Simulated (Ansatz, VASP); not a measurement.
Given: the input of a run of VASP 6.6.1 on CoO.

File INCAR:

```
PREC = Accurate
ENCUT = 520
EDIFF = 1E-6
ISMEAR = -1
SIGMA = 0.05
LREAL = F
LASPH = T
NELM = 100
ALGO = Fast
ISIF = 2
LWAVE = F
LCHARG = F
ISPIN = 2
MAGMOM = 2 0
LORBIT = 11
LMAXMIX = 4
GGA = PE
IBRION = 2
NSW = 60
EDIFFG = -0.01
```

The input KPOINTS:

```
Automatic mesh
0
Gamma
  8 8 7
```

The input POSCAR:

```
CoO
1.0
    2.9415880000      0.0000000000      0.0000000000
   -1.4707992000      2.4495100000      0.0000000000
    0.0000000000      0.0000000000      2.7217200000
Co O
1 1
Direct
    0.0000000000      0.0000000000      0.5000000000
    0.6666700000      0.3333300000      0.0000000000
```

Potentials or basis: VASP PAW PBE potentials, release 64 (Co, O).

Run with:

```bash
$ cat potpaw_PBE.64/Co/POTCAR potpaw_PBE.64/O/POTCAR > POTCAR
$ mpirun -np 1 vasp_std > vasp.out
```

Translate it to Ansatz 0.2.0. Potentials there: Ansatz PAW.

As run (the cutoff follows the program's own potentials):

File input.yaml:

```yaml
crystal:
  lattice:
    - [2.941588, 0.0, 0.0]
    - [-1.4707992, 2.44951, 0.0]
    - [0.0, 0.0, 2.72172]
  atoms:
    - { symbol: Co, position: [0.0, 0.0, 0.5], spin: 2.0 }
    - { symbol: O, position: [0.66667, 0.33333, 0.0] }
hamiltonian:
  xc: pbe
  pseudopotentials: { kind: paw }
magnetization:
  spin_polarized: true
kpoints:
  mp_grid: { grid: [8, 8, 7] }
scf:
  occupations: { method: fermi_dirac, width: 0.05 }
output:
  forces: true
  stress: true
  eigenvalues: true
relax:
  f_tol: 0.01
  max_steps: 40
```

Potentials or basis: Ansatz PAW.

The run is started by

```console
$ ansatz run input.yaml --threads 2 --pin off --max-ram 5632MiB --backend cpu --events-out ev --progress --plain --runs-dir out
```

Both were run:

|  | VASP | Ansatz | Ansatz less VASP |
| --- | --- | --- | --- |
| gap on the k mesh at the Fermi level, each at its own relaxed structure (eV) | none | none | - |
| net moment per atom (μB) | 1.50 | 1.50 | 0.000 |
| size of the moment on the site where the two differ most (μB) | 2.55 | 2.50 | -0.055 |

Site moments also hang on the region over which each program counts them. A gap of «none» marks a metal or a gap that the smearing closes. The two sets of potentials don't hold the same shells in valence.

Caveats: a cell with one magnetic atom can't hold antiferromagnetic order, which such compounds often take; semilocal functionals often make such compounds metallic where correlation or magnetic order opens a gap, which also shifts bond lengths.
